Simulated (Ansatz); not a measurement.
**InP: equilibrium volume by level of theory**

**What was measured.** The equilibrium volume of InP (F-43m) is reported as 25.27 Å³/atom at 291.15 K (a printed reference work). The runs below try to reproduce it.

The structure is cubic, space group F-43m (No. 216). Conventional cell: a = 5.861 Å, b = 5.861 Å, c = 5.861 Å, α = 90.00°, β = 90.00°, γ = 90.00°. Around In (site symmetry -43m) lie 4 P at 2.54 Å. P (site symmetry -43m) is surrounded by 4 In at 2.54 Å.

```tsv
rung	level	program and potentials	cutoff (eV)	k mesh	smearing	task	core time	chip	equilibrium volume (Å³/atom)	miss	notes
GGA + dispersion	PBE+D3(BJ)	Ansatz, Ansatz PAW	420	8 × 8 × 8	fermi-dirac 0.05	relaxation of cell and atoms	5.2 s	AMD EPYC 7B13 Zen 3	25.59	+1.3 %	-
GGA	BLYP	Ansatz, Ansatz PAW	420	8 × 8 × 8	fermi-dirac 0.05	relaxation of cell and atoms	6.5 s	AMD EPYC 7B13 Zen 3	28.02	+10.9 %	potentials made for PBE, which Ansatz adapts in part
GGA	rPW86-PBE	Ansatz, Ansatz PAW	420	8 × 8 × 8	fermi-dirac 0.05	relaxation of cell and atoms	8.9 s	Arm Neoverse V1	27.49	+8.8 %	potentials made for PBE, which Ansatz adapts in part
GGA	PBE	Ansatz, Ansatz PAW	420	8 × 8 × 8	fermi-dirac 0.05	relaxation of cell and atoms	9.4 s	Arm Neoverse V1	26.47	+4.7 %	-
GGA + dispersion	BLYP+D4	Ansatz, Ansatz PAW	420	8 × 8 × 8	fermi-dirac 0.05	relaxation of cell and atoms	12 s	Intel Xeon	26.06	+3.1 %	potentials made for PBE, which Ansatz adapts in part
GGA + dispersion	revPBE+D3(BJ)	Ansatz, Ansatz PAW	420	8 × 8 × 8	fermi-dirac 0.05	relaxation of cell and atoms	13 s	Intel Xeon	25.31	+0.2 %	potentials made for PBE, which Ansatz adapts in part
GGA	revPBE	Ansatz, Ansatz PAW	420	8 × 8 × 8	fermi-dirac 0.05	relaxation of cell and atoms	14 s	Intel Xeon	27.03	+7.0 %	potentials made for PBE, which Ansatz adapts in part
GGA + dispersion	BLYP+D3(BJ)	Ansatz, Ansatz PAW	420	8 × 8 × 8	fermi-dirac 0.05	equation of state	16 s	Arm Neoverse V2	25.78	+2.0 %	potentials made for PBE, which Ansatz adapts in part
GGA + dispersion	PBEsol+D4	Ansatz, Ansatz PAW	420	8 × 8 × 8	fermi-dirac 0.05	equation of state	17 s	Arm Neoverse V1	24.95	-1.3 %	potentials made for PBE, which Ansatz adapts in part
meta-GGA + dispersion	r2SCAN+D4	Ansatz, Ansatz PAW	500	8 × 8 × 8	fermi-dirac 0.05	equation of state	35 s	Arm Neoverse V2	25.51	+0.9 %	potentials made for PBE, which Ansatz adapts in part
GGA	PBE	Ansatz, PseudoDojo stringent	1116	8 × 8 × 8	fermi-dirac 0.05	equation of state	38 s	AMD EPYC 7B13 Zen 3	26.47	+4.7 %	-
hybrid	HSEsol	Ansatz, Ansatz PAW	420	4 × 4 × 4	fermi-dirac 0.05	relaxation of cell and atoms	61 s	Intel Xeon	25.10	-0.7 %	coarse mesh; potentials made for PBE, which Ansatz adapts in part
hybrid	HSE03	Ansatz, Ansatz PAW	420	4 × 4 × 4	fermi-dirac 0.05	relaxation of cell and atoms	82 s	Intel Xeon	25.86	+2.3 %	coarse mesh; potentials made for PBE, which Ansatz adapts in part
hybrid	PBE0	Ansatz, Ansatz PAW	420	4 × 4 × 4	fermi-dirac 0.05	relaxation of cell and atoms	94 s	Intel Xeon	25.69	+1.7 %	coarse mesh; potentials made for PBE, which Ansatz adapts in part
hybrid	PBEsol0	Ansatz, Ansatz PAW	420	4 × 4 × 4	fermi-dirac 0.05	relaxation of cell and atoms	99 s	Intel Xeon	25.03	-0.9 %	coarse mesh; potentials made for PBE, which Ansatz adapts in part
hybrid	B3LYP	Ansatz, Ansatz PAW	420	4 × 4 × 4	fermi-dirac 0.05	relaxation of cell and atoms	1.8 min	Intel Xeon	26.85	+6.3 %	coarse mesh; potentials made for PBE, which Ansatz adapts in part
hybrid	r2SCANh	Ansatz, Ansatz PAW	500	4 × 4 × 4	fermi-dirac 0.05	equation of state	2.5 min	Arm Neoverse V1	25.64	+1.5 %	coarse mesh; potentials made for PBE, which Ansatz adapts in part
hybrid	r2SCAN50	Ansatz, Ansatz PAW	500	4 × 4 × 4	fermi-dirac 0.05	equation of state	2.6 min	Intel Xeon Ice Lake	25.02	-1.0 %	coarse mesh; potentials made for PBE, which Ansatz adapts in part
```

Times are single runs on shared hosts and different chips, so they are rough; meshes, cutoffs and the tasks' sizes weigh on the time. All rows: no spin polarisation. Smearing widths are in eV. Meshes differ between rows, which moves values too. Meshes are those of the run's cell of 2 atoms unless a note names another. Relaxations start from the cell shown or near it and stop with a little pressure left. Misses use the values as printed. Runs on faulty files, with rough fits or with known faults for this quantity aren't shown. No row holds spin-orbit coupling.

By rung: GGA + dispersion 24.95 to 26.06; GGA 26.47 to 28.02; meta-GGA + dispersion 25.51; hybrid on coarse meshes 25.02 to 26.85 (Å³/atom). Measured: 25.27 Å³/atom at 291.15 K (a printed reference work). Closest, coarse meshes and atomic bases left aside, is revPBE+D3(BJ) (+0.2 %), and PBE misses by +4.7 % on plain settings. The runs are for a static lattice, while measurements hold temperature and zero-point motion.
